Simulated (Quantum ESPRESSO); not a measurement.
# Al (Fm-3m) in Quantum ESPRESSO: settings compared

One crystal, Al, is run at these levels: AM05, WC, vdW-DF-cx; tasks: phonons.

Program: Quantum ESPRESSO 7.5. These are calculated values, not measurements. Logs are shortened: lines on timing, memory, paths and dates and some standing lists are left out, and cuts for length are marked.

## 1. The crystal as given

The structure is cubic, space group Fm-3m (No. 225). Conventional cell: a = 4.050 Å, b = 4.050 Å, c = 4.050 Å, α = 90.00°, β = 90.00°, γ = 90.00°. Around Al (site symmetry m-3m) lie 12 Al at 2.86 Å.

## 2. Phonons, AM05

Contents of pw.in:

```
&CONTROL
  calculation = 'scf'
  prefix = 'pwscf'
  outdir = './tmp'
  pseudo_dir = './pseudo'
  tprnfor = .true.
  tstress = .true.
  disk_io = 'low'
/
&SYSTEM
  ibrav = 0
  nat = 1
  ntyp = 1
  ecutwfc = 45
  ecutrho = 360
  nbnd = 6
  input_dft = 'XC-000I-000I-120L-135L-000I-000I'
  occupations = 'smearing'
  smearing = 'mv'
  degauss = 0.01469973
/
&ELECTRONS
  conv_thr = 2d-10
  electron_maxstep = 120
  mixing_beta = 0.5
/
ATOMIC_SPECIES
Al    26.9815 al_pbe_v1.uspp.F.UPF
CELL_PARAMETERS angstrom
   0.0000000000    2.0248050000    2.0248050000
   2.0248050000    0.0000000000    2.0248050000
   2.0248050000    2.0248050000    0.0000000000
ATOMIC_POSITIONS crystal
Al     0.0000000000    0.0000000000    0.0000000000
K_POINTS automatic
11 11 11 0 0 0
```

Contents of relax.in:

```
&CONTROL
  calculation = 'vc-relax'
  prefix = 'pwscf'
  outdir = './tmp'
  pseudo_dir = './pseudo'
  tprnfor = .true.
  tstress = .true.
  disk_io = 'low'
  nstep = 40
  forc_conv_thr = 0.0001
  etot_conv_thr = 1d-06
/
&SYSTEM
  ibrav = 0
  nat = 1
  ntyp = 1
  ecutwfc = 45
  ecutrho = 360
  nbnd = 6
  input_dft = 'XC-000I-000I-120L-135L-000I-000I'
  occupations = 'smearing'
  smearing = 'mv'
  degauss = 0.01469973
/
&ELECTRONS
  conv_thr = 2d-10
  electron_maxstep = 120
  mixing_beta = 0.5
/
&IONS
  ion_dynamics = 'bfgs'
/
&CELL
  cell_dynamics = 'bfgs'
  press = 0
  press_conv_thr = 0.2
/
ATOMIC_SPECIES
Al    26.9815 al_pbe_v1.uspp.F.UPF
CELL_PARAMETERS angstrom
   0.0000000000    2.0248050000    2.0248050000
   2.0248050000    0.0000000000    2.0248050000
   2.0248050000    2.0248050000    0.0000000000
ATOMIC_POSITIONS crystal
Al     0.0000000000    0.0000000000    0.0000000000
K_POINTS automatic
11 11 11 0 0 0
```

Contents of scf2.in:

```
&CONTROL
  calculation = 'scf'
  prefix = 'pwscf'
  outdir = './tmp'
  pseudo_dir = './pseudo'
  tprnfor = .true.
  tstress = .true.
  disk_io = 'low'
/
&SYSTEM
  ibrav = 0
  nat = 1
  ntyp = 1
  ecutwfc = 45
  ecutrho = 360
  nbnd = 6
  input_dft = 'XC-000I-000I-120L-135L-000I-000I'
  occupations = 'smearing'
  smearing = 'mv'
  degauss = 0.01469973
/
&ELECTRONS
  conv_thr = 1d-13
  electron_maxstep = 120
  mixing_beta = 0.5
  startingpot = 'file'
  startingwfc = 'file'
/
ATOMIC_SPECIES
Al    26.9815 al_pbe_v1.uspp.F.UPF
CELL_PARAMETERS angstrom
   0.0000000000    2.0047054627    2.0047054627
   2.0047054627    0.0000000000    2.0047054627
   2.0047054627    2.0047054627    0.0000000000
ATOMIC_POSITIONS crystal
Al     0.0000000000    0.0000000000    0.0000000000
K_POINTS automatic
11 11 11 0 0 0
```

Contents of ph.in:

```
phonons of Al
&INPUTPH
  prefix = 'pwscf'
  outdir = './tmp'
  tr2_ph = 1d-18
  fildyn = 'dyn'
  niter_ph = 90
  alpha_mix(1) = 0.4
/
0.1767766953 0.7071067812 0.1767766953
```

Potentials or basis: GBRV 1.5 PBE.

Started as:

```sh
> OMP_NUM_THREADS=1 pw.x -in pw.in > pw.out
> OMP_NUM_THREADS=1 pw.x -in relax.in > relax.out
> OMP_NUM_THREADS=1 pw.x -in scf2.in > scf2.out
> OMP_NUM_THREADS=1 ph.x -in ph.in > ph.out
```

pw.out:

```text
This program is part of the open-source Quantum ESPRESSO suite
     for quantum simulation of materials; please cite
         "P. Giannozzi et al., J. Phys.:Condens. Matter 21 395502 (2009);
         "P. Giannozzi et al., J. Phys.:Condens. Matter 29 465901 (2017);
         "P. Giannozzi et al., J. Chem. Phys. 152 154105 (2020);
     in publications or presentations arising from this work. More details at

     IMPORTANT: XC functional enforced from input :
     Exchange-correlation= XC-000I-000I-120L-135L-000I-000I
                           (   0   0 120 135   0   0   0)
     Any further DFT definition will be discarded
     Please, verify this is what you really want

     Message from routine setup:
     using ibrav=0 with symmetry is DISCOURAGED, use correct ibrav instead

     G-vector sticks info
     --------------------
     sticks:   dense  smooth     PW     G-vecs:    dense   smooth      PW
     Sum         733     367    121                12939     4621     893

     Using Slab Decomposition

     bravais-lattice index     =            0
     lattice parameter (alat)  =       5.4112  a.u.
     unit-cell volume          =     112.0408 (a.u.)^3
     number of atoms/cell      =            1
     number of atomic types    =            1
     number of electrons       =         3.00
     number of Kohn-Sham states=            6
     kinetic-energy cutoff     =      45.0000  Ry
     charge density cutoff     =     360.0000  Ry
     scf convergence threshold =      2.0E-10
     mixing beta               =       0.5000
     number of iterations used =            8  plain     mixing
     Exchange-correlation= XC-000I-000I-120L-135L-000I-000I
                           (   0   0 120 135   0   0   0)

     celldm(1)=   5.411243  celldm(2)=   0.000000  celldm(3)=   0.000000
     celldm(4)=   0.000000  celldm(5)=   0.000000  celldm(6)=   0.000000

[... 8 lines left out ...]
               b(3) = (  0.707107  0.707107 -0.707107 )

     PseudoPot. # 1 for Al read from file:
     al_pbe_v1.uspp.F.UPF
     Pseudo is Ultrasoft + core correction, Zval =  3.0
     Generated by new atomic code, or converted to UPF format
     Using radial grid of  893 points,  3 beta functions with:
                l(1) =   0
                l(2) =   1
                l(3) =   2
     Q(r) pseudized with  8 coefficients,  rinner =    0.900   0.900   0.900
                                                       0.900   0.900

     atomic species   valence    mass     pseudopotential
     Al                3.00    26.98150     Al( 1.00)

     48 Sym. Ops., with inversion, found

   Cartesian axes

     site n.     atom                  positions (alat units)
         1        Al     tau(   1) = (   0.0000000   0.0000000   0.0000000  )

     number of k points=    56  Marzari-Vanderbilt smearing, width (Ry)=  0.0147
                       cart. coord. in units 2pi/alat
        k(    1) = (   0.0000000   0.0000000   0.0000000), wk =   0.0015026
        k(    2) = (   0.0642824   0.0642824  -0.0642824), wk =   0.0120210
        k(    3) = (   0.1285649   0.1285649  -0.1285649), wk =   0.0120210
        k(    4) = (   0.1928473   0.1928473  -0.1928473), wk =   0.0120210
        k(    5) = (   0.2571297   0.2571297  -0.2571297), wk =   0.0120210
        k(    6) = (   0.3214122   0.3214122  -0.3214122), wk =   0.0120210
[... 48 lines left out ...]
        k(   55) = (  -0.0642824  -0.4499770   0.7071068), wk =   0.0360631
        k(   56) = (   0.0000000  -0.3856946   0.6428243), wk =   0.0360631

     Dense  grid:    12939 G-vectors     FFT dimensions: (  36,  36,  36)

     Smooth grid:     4621 G-vectors     FFT dimensions: (  24,  24,  24)

     WARNING: libxc functional with ID  120 depends
      on external parameters: check the user_guide of
      QE if you need to modify them or to check their
      default values.

     WARNING: libxc functional with ID  135 depends
      on external parameters: check the user_guide of
      QE if you need to modify them or to check their
      default values.

     Initial potential from superposition of free atoms

     starting charge       2.9975, renormalised to       3.0000
     Starting wfcs are    4 randomized atomic wfcs +    2 random wfcs

     Self-consistent Calculation

     iteration #  1     ecut=    45.00 Ry     beta= 0.50
     Davidson diagonalization with overlap
     ethr =  1.00E-02,  avg # of iterations =  5.6

     Threshold (ethr) on eigenvalues was too large:
     Diagonalizing with lowered threshold

     Davidson diagonalization with overlap
     ethr =  2.30E-04,  avg # of iterations =  2.1

     total energy              =      -6.63417731 Ry
     estimated scf accuracy    <       0.00690729 Ry

     iteration #  2     ecut=    45.00 Ry     beta= 0.50
     Davidson diagonalization with overlap
     ethr =  2.30E-04,  avg # of iterations =  1.0

     total energy              =      -6.63360856 Ry
     estimated scf accuracy    <       0.00138283 Ry

     iteration #  3     ecut=    45.00 Ry     beta= 0.50
     Davidson diagonalization with overlap
     ethr =  4.61E-05,  avg # of iterations =  1.2

     total energy              =      -6.63368085 Ry
     estimated scf accuracy    <       0.00000248 Ry

     iteration #  4     ecut=    45.00 Ry     beta= 0.50
     Davidson diagonalization with overlap
     ethr =  8.28E-08,  avg # of iterations =  3.4

     total energy              =      -6.63368222 Ry
     estimated scf accuracy    <       0.00000009 Ry

     iteration #  5     ecut=    45.00 Ry     beta= 0.50
     Davidson diagonalization with overlap
     ethr =  2.86E-09,  avg # of iterations =  1.7

     total energy              =      -6.63368223 Ry
     estimated scf accuracy    <       0.00000001 Ry

     iteration #  6     ecut=    45.00 Ry     beta= 0.50
     Davidson diagonalization with overlap
     ethr =  3.44E-10,  avg # of iterations =  1.0

     total energy              =      -6.63368223 Ry
     estimated scf accuracy    <          8.6E-10 Ry

     iteration #  7     ecut=    45.00 Ry     beta= 0.50
     Davidson diagonalization with overlap
     ethr =  2.88E-11,  avg # of iterations =  1.0

     End of self-consistent calculation

          k = 0.0000 0.0000 0.0000 (   537 PWs)   bands (ev):

    -3.3387  20.3858  20.3858  21.6722  21.6722  21.6722

          k = 0.0643 0.0643-0.0643 (   555 PWs)   bands (ev):

    -3.1146  17.4506  19.7084  19.7084  22.3826  22.6775

          k = 0.1286 0.1286-0.1286 (   567 PWs)   bands (ev):

    -2.4441  13.8226  18.9701  18.9701  22.1489  23.5148

          k = 0.1928 0.1928-0.1928 (   573 PWs)   bands (ev):

    -1.3326  10.4046  18.5607  18.5608  21.9315  22.0228

          k = 0.2571 0.2571-0.2571 (   580 PWs)   bands (ev):

     0.2109   7.2991  18.5147  18.5147  20.6137  20.6137

          k = 0.3214 0.3214-0.3214 (   574 PWs)   bands (ev):

     2.1706   4.5529  18.8367  18.8367  19.5500  19.5500

          k = 0.1286 0.0000-0.0000 (   564 PWs)   bands (ev):

    -3.0400  18.4485  18.4485  18.7858  21.0012  24.0415

          k = 0.1928 0.0643-0.0643 (   564 PWs)   bands (ev):

    -2.5185  15.1418  17.5270  18.8600  21.3588  22.0587

          k = 0.2571 0.1286-0.1286 (   573 PWs)   bands (ev):

    -1.5544  11.6762  16.9732  18.5031  19.7972  23.4858

          k = 0.3214 0.1928-0.1928 (   575 PWs)   bands (ev):

    -0.1554   8.4752  16.7940  18.1794  18.3949  23.0489

          k = 0.3857 0.2571-0.2571 (   577 PWs)   bands (ev):

     1.6656   5.6122  16.9577  16.9919  18.6150  21.8880

          k =-0.2571-0.3857 0.3857 (   573 PWs)   bands (ev):

     3.0922   3.9236  16.1052  17.5670  19.2333  21.0769
[... 15 lines left out ...]
    -2.7418  15.9868  16.9509  20.9613  21.9637  23.0817

          k = 0.2571 0.0000-0.0000 (   572 PWs)   bands (ev):

    -2.1471  16.4572  16.4572  16.6294  19.3700  19.6550

          k = 0.3214 0.0643-0.0643 (   574 PWs)   bands (ev):

    -1.3329  13.2656  15.7660  17.0524  17.3096  20.1939

          k = 0.3857 0.1286-0.1286 (   571 PWs)   bands (ev):

    -0.0828  10.0300  15.4447  15.4546  17.0748  22.3135

          k = 0.4500 0.1928-0.1928 (   577 PWs)   bands (ev):

     1.5917   7.0774  14.0475  15.5236  17.2185  24.5842

          k =-0.1928-0.4500 0.4500 (   570 PWs)   bands (ev):

     3.6564   4.4938  13.0438  15.9730  17.7363  23.6754

          k =-0.1286-0.3857 0.3857 (   570 PWs)   bands (ev):

     2.2430   6.1562  12.4522  16.8018  18.6460  23.1171

          k =-0.0643-0.3214 0.3214 (   571 PWs)   bands (ev):

     0.4297   8.9511  12.3115  18.0051  19.9308  22.9080

          k = 0.0000-0.2571 0.2571 (   568 PWs)   bands (ev):

    -0.9639  11.6366  13.0243  19.5639  21.5377  22.6796

          k = 0.3857 0.0000-0.0000 (   568 PWs)   bands (ev):

    -0.6701  14.9165  14.9179  14.9413  14.9413  18.2857

          k = 0.4500 0.0643-0.0643 (   570 PWs)   bands (ev):

     0.4277  11.8923  12.9803  14.4989  15.7757  19.0178

          k = 0.5143 0.1286-0.1286 (   572 PWs)   bands (ev):

     1.9491   8.9147  11.4201  14.4385  15.9922  21.3988

          k =-0.1286-0.5143 0.5143 (   567 PWs)   bands (ev):

     3.8701   6.2332  10.2692  14.7601  16.4219  24.2930

          k =-0.0643-0.4500 0.4500 (   571 PWs)   bands (ev):

     3.8864   6.1662   9.5770  15.4634  17.2254  25.9574

          k =-0.0000-0.3857 0.3857 (   570 PWs)   bands (ev):

     1.9545   8.3320   9.7868  16.5468  18.4104  25.5071

          k = 0.5143 0.0000-0.0000 (   568 PWs)   bands (ev):

     1.3698  10.8460  13.7567  13.9263  13.9263  17.2791

          k = 0.5785 0.0643-0.0643 (   573 PWs)   bands (ev):

     2.7291   9.1231  11.1012  13.7367  14.9405  18.2689

          k =-0.0643-0.5785 0.5785 (   570 PWs)   bands (ev):

     4.4602   7.7927   8.4589  13.9298  15.4339  20.9205

          k =-0.0000-0.5143 0.5143 (   574 PWs)   bands (ev):

     5.9081   6.1208   7.5553  14.5056  16.1478  24.0896

          k = 0.6428-0.0000 0.0000 (   584 PWs)   bands (ev):

     3.8948   7.2977  13.1735  13.4181  13.4181  16.7492

          k =-0.0000-0.6428 0.6428 (   578 PWs)   bands (ev):

     5.0134   6.3321  10.8215  13.4825  14.6598  18.0127

          k = 0.2571 0.1286 0.0000 (   568 PWs)   bands (ev):

    -1.8505  13.8267  15.0038  19.5787  19.7290  21.4136

          k = 0.3214 0.1928-0.0643 (   573 PWs)   bands (ev):

    -0.7431  10.8755  14.1345  17.7311  19.9363  22.9038

          k = 0.3857 0.2571-0.1286 (   576 PWs)   bands (ev):

     0.7941   7.8355  14.0237  16.2312  19.9849  22.1991

          k =-0.2571-0.3857 0.5143 (   570 PWs)   bands (ev):

     2.7441   5.1148  14.3242  15.1309  20.3248  21.1490

          k = 0.3857 0.1286-0.0000 (   573 PWs)   bands (ev):

    -0.3762  12.1883  13.4321  15.2264  18.1916  20.1338

          k = 0.4500 0.1928-0.0643 (   572 PWs)   bands (ev):

     1.0108   9.4954  12.7526  13.5975  18.7130  21.9605

          k =-0.1928-0.4500 0.5785 (   569 PWs)   bands (ev):

     2.8130   6.7141  12.1807  13.0434  19.0491  23.7892

          k =-0.1286-0.3857 0.5143 (   569 PWs)   bands (ev):

     4.2239   5.0447  11.3527  13.5957  19.6865  23.0909

          k =-0.0643-0.3214 0.4500 (   567 PWs)   bands (ev):

     2.1700   7.5609  10.9479  14.5875  20.6697  22.5838

          k = 0.0000-0.2571 0.3857 (   572 PWs)   bands (ev):

     0.5023   9.9869  11.4195  15.9747  21.9230  21.9264

          k = 0.5143 0.1286 0.0000 (   578 PWs)   bands (ev):

     1.6597  11.0808  11.0901  12.4664  17.1269  19.1933

          k =-0.1286-0.5143 0.6428 (   571 PWs)   bands (ev):

     3.3020   8.6399   9.7139  12.0490  17.9319  21.2818

          k =-0.0643-0.4500 0.5785 (   567 PWs)   bands (ev):

     5.2914   6.1549   8.7377  12.4614  18.5420  24.2169

          k = 0.0000-0.3857 0.5143 (   574 PWs)   bands (ev):

     3.9561   7.2271   8.6616  13.3220  19.4453  25.1599

          k =-0.0643-0.5785 0.7071 (   575 PWs)   bands (ev):

     4.1780   7.5749  10.5396  11.8992  16.5895  18.6994

          k =-0.0000-0.5143 0.6428 (   572 PWs)   bands (ev):

     5.5673   6.8836   8.4281  11.7682  17.6672  21.0462

          k =-0.1928-0.4500 0.7071 (   567 PWs)   bands (ev):

     2.5260   8.8845  10.2804  12.0366  20.9208  22.3160

          k =-0.1286-0.3857 0.6428 (   566 PWs)   bands (ev):

     4.4384   6.7225  10.0317  10.9465  21.8019  22.6874

          k =-0.0643-0.4500 0.7071 (   568 PWs)   bands (ev):

     5.0237   8.3326   8.3575   9.8984  20.3986  21.9700

          k = 0.0000-0.3857 0.6428 (   578 PWs)   bands (ev):

     6.4094   6.6742   8.0550   9.9418  21.5999  24.3355

     the Fermi energy is     7.8049 ev

!    total energy              =      -6.63368223 Ry
     estimated scf accuracy    <          1.4E-12 Ry
     smearing contrib. (-TS)   =       0.00002594 Ry
     internal energy E=F+TS    =      -6.63370817 Ry

     The total energy is F=E-TS. E is the sum of the following terms:
     one-electron contribution =       2.96319734 Ry
     hartree contribution      =       0.00791930 Ry
     xc contribution           =      -4.21273996 Ry
     ewald contribution        =      -5.39208485 Ry

     convergence has been achieved in   7 iterations

     Forces acting on atoms (cartesian axes, Ry/au):

     atom    1 type  1   force =     0.00000000    0.00000000    0.00000000

     Total force =     0.000000     Total SCF correction =     0.000000

     Computing stress (Cartesian axis) and pressure

          total   stress  (Ry/bohr**3)                   (kbar)     P=      -24.24
  -0.00016481   0.00000000   0.00000000          -24.24        0.00        0.00
   0.00000000  -0.00016481   0.00000000            0.00      -24.24        0.00
   0.00000000   0.00000000  -0.00016481            0.00        0.00      -24.24

=------------------------------------------------------------------------------=
   JOB DONE.
=------------------------------------------------------------------------------=
```

Wall time 84 s (1 thread of Arm Neoverse V1, shared host); peak memory 0.09 GiB.

What came out:

```
Free energy                                 : -90.2596 eV
Relaxed volume                              : 16.11 Å³/atom
Relaxed cell                                : a = 2.835 Å, b = 2.835 Å, c = 2.835 Å, α = 60.00°, β = 60.00°, γ = 60.00°
Space group after relaxing (to 0.05 Å)      : Fm-3m (No. 225)
Pressure after relaxing                     : 0.0 GPa
Band gap on the k mesh                      : none (metal or under the smearing width)
Highest phonon frequency at the q point run : 302 cm⁻¹
```

Step by step:
| step | energy change (eV) | largest force (eV/Å) | pressure (GPa) | volume (Å³) |
| --- | --- | --- | --- | --- |
| 1 | 0.0000 | 0.0000 | -2.42 | 16.60 |
| 2 | -0.0025 | 0.0000 | -1.46 | 16.40 |
| 3 | -0.0038 | 0.0000 | 0.07 | 16.10 |
| 4 | -0.0038 | 0.0000 | 0.00 | 16.11 |

Final structure:
```
CELL_PARAMETERS angstrom
0.00000 2.00471 2.00471
2.00471 0.00000 2.00471
2.00471 2.00471 0.00000
ATOMIC_POSITIONS crystal
Al 0.00000 0.00000 0.00000
```

Phonon frequencies in cm⁻¹ (negative: imaginary):
```
              q point  frequencies
(0.625, 0.250, 0.625)  192 275 302
```

Phonon modes at q = (0.625, 0.250, 0.625) in reciprocal lattice units:
```tsv
mode	symmetry	cm⁻¹
1	B_1	192
2	A_1	275
3	B_2	302
```

Caveat: the potentials were made for another functional, which shifts forces and pressure; the q point doesn't lie on the k mesh, which can shift a metal's frequencies strongly unless the mesh is converged.

[end of part 1 of 2]
